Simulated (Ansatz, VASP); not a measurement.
## WC: VASP beside Ansatz

Contents of POSCAR:

```
WC
1.0
    2.9364676900      0.0000000000      0.0000000000
   -1.4682338500      2.5430599500      0.0000000000
    0.0000000000      0.0000000000      2.8646244100
W C
1 1
Direct
    0.0000000000      0.0000000000      0.0000000000
    0.6666700000      0.3333300000      0.5000000000
```

The input INCAR.step1:

```
  PREC = Accurate
  ENCUT = 520
  ISMEAR = -1
  SIGMA = 0.1
  LREAL = False
  LASPH = True
  NELM = 100
  NBANDS = 16
  GGA = PE
  ALGO = Normal
  EDIFF = 1E-4
  LWAVE = True
  LCHARG = False
```

INCAR.step2

```
  PREC = Accurate
  ENCUT = 520
  EDIFF = 1E-6
  ISMEAR = -1
  SIGMA = 0.1
  LREAL = False
  LASPH = True
  NELM = 100
  ALGO = Normal
  ISIF = 2
  LWAVE = False
  LCHARG = False
  METAGGA = R2SCAN
  LMIXTAU = True
  NBANDS = 16
  ISTART = 1
```

KPOINTS

```
regular mesh
0
Gamma
  13 13 12
```

Input for Ansatz:

```yaml
crystal:
  lattice:
    - [2.93646769, 0.0, 0.0]
    - [-1.46823385, 2.54305995, 0.0]
    - [0.0, 0.0, 2.86462441]
  atoms:
    - { symbol: W, position: [0.0, 0.0, 0.0] }
    - { symbol: C, position: [0.66667, 0.33333, 0.5] }
  symmetry: { tolerance: 0.0003 }
kpoints:
  mp_grid: { grid: [13, 13, 12], shift: [0, 0, 0] }
  band_path:
    path:
      - [0.0, 0.0, 0.0]
      - [0.5, 0.0, 0.0]
      - [0.33333333, 0.33333333, 0.0]
      - [0.0, 0.0, 0.0]
      - [0.0, 0.0, 0.5]
      - [0.5, 0.0, 0.5]
      - [0.33333333, 0.33333333, 0.5]
      - [0.0, 0.0, 0.5]
      - [0.5, 0.0, 0.5]
      - [0.5, 0.0, 0.0]
      - [0.33333333, 0.33333333, 0.5]
    npoints: 6
magnetization:
  spin_polarized: false
scf:
  occupations: { method: fermi_dirac }
  lower_state_search: "off"
  max_iter: 200
hamiltonian:
  pseudopotentials: { kind: paw }
  xc: r2scan
basis:
  ecutwfc: 500
  fft_grid_basis: typed
output:
  forces: true
  stress: true
  eigenvalues: true
  bader: true
  populations: true
  elf: true
  write_potential: true
  volumetric_format: npy
  dos:
    e_range: [-12, 8]
    de: 0.05
    projected: { site_lists: { C: [C], W: [W] } }
checkpoint:
  read: saved_state
```

Alike in both runs: task single point; functional r2SCAN; k mesh 13 × 13 × 12; no spin polarisation.

|  | VASP | Ansatz |
| --- | --- | --- |
| version | VASP 6.6.1 | Ansatz 0.2.0 |
| potentials or method | VASP PAW PBE potentials, release 64 (W_sv, C) | PAW plane waves |
| plane-wave cutoff (eV) | 520 | 500 |
| occupations | fermi-dirac, width 0.1 eV | fermi-dirac |
| valence electrons in the cell | 18 | 18 |

```csv
,VASP,Ansatz,Ansatz less VASP
pressure (GPa),-8.6,-10.3,-1.68
largest component of the traceless stress (GPa),1.89,2.08,+0.189
```

Ansatz warned: «structure_snapped_to_symmetry».

Caveats: the PAW data sets were made with another functional, which shifts forces and pressure a little (VASP). The runs have no spin-orbit coupling, so splittings on W are missing.
